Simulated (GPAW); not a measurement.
Crystal: CdO (Monteponite).

```
CELL_PARAMETERS angstrom
0.00000 2.34950 2.34950
2.34950 0.00000 2.34950
2.34950 2.34950 0.00000
ATOMIC_POSITIONS crystal
Cd 0.00000 0.00000 0.00000
O 0.50000 0.50000 0.50000
```

```yaml
Program: GPAW 26.7.0
Task: relaxation of cell and atoms
Functional: BLYP
Dispersion: D3(BJ)
Potentials_or_basis: PAW data sets generated in the run's folder for this functional
Cutoff: 800 eV
Basis: pw
k_mesh: 10 × 10 × 10
Occupations: fermi-dirac, width 0.05 eV
Spin: no spin polarisation
```

At the start: pressure 3.6 GPa; volume 12.97 Å³/atom.

Q: How do energy, volume and symmetry change on relaxing?

A: Over 12 steps the energy falls by 4.1 meV/atom and the volume is 13.31 Å³/atom (+2.7 %); space group Fm-3m (No. 225, to 0.05 Å).

The path:
```tsv
step	energy change (eV)	largest force (eV/Å)	pressure (GPa)	volume (Å³)
1	0.0000	0.0000	3.65	25.94
2	-0.0024	0.0000	2.99	26.05
3	-0.0058	0.0000	1.82	26.27
4	-0.0079	0.0000	0.40	26.54
5	-0.0076	0.0000	-1.02	26.83
6	-0.0077	0.0000	-0.98	26.82
7	-0.0077	0.0000	-0.90	26.80
8	-0.0079	0.0000	-0.78	26.78
9	-0.0080	0.0000	-0.63	26.75
10	-0.0080	0.0000	-0.46	26.71
11	-0.0081	0.0000	-0.26	26.67
12	-0.0081	0.0000	-0.05	26.63
```

Final structure:
```cif
data_structure
_symmetry_space_group_name_H-M 'P 1'
_symmetry_Int_Tables_number 1
_cell_length_a 3.3518
_cell_length_b 3.3518
_cell_length_c 3.3518
_cell_angle_alpha 60.000
_cell_angle_beta 60.000
_cell_angle_gamma 60.000
_cell_volume 26.63
loop_
_atom_site_label
_atom_site_type_symbol
_atom_site_fract_x
_atom_site_fract_y
_atom_site_fract_z
_atom_site_occupancy
Cd1 Cd 0.00000 0.00000 0.00000 1
O1 O 0.50000 0.50000 0.50000 1
```

Caveat: later steps reuse the first step's grids; pairwise dispersion overbinds metals, which lowers pressure and volume.
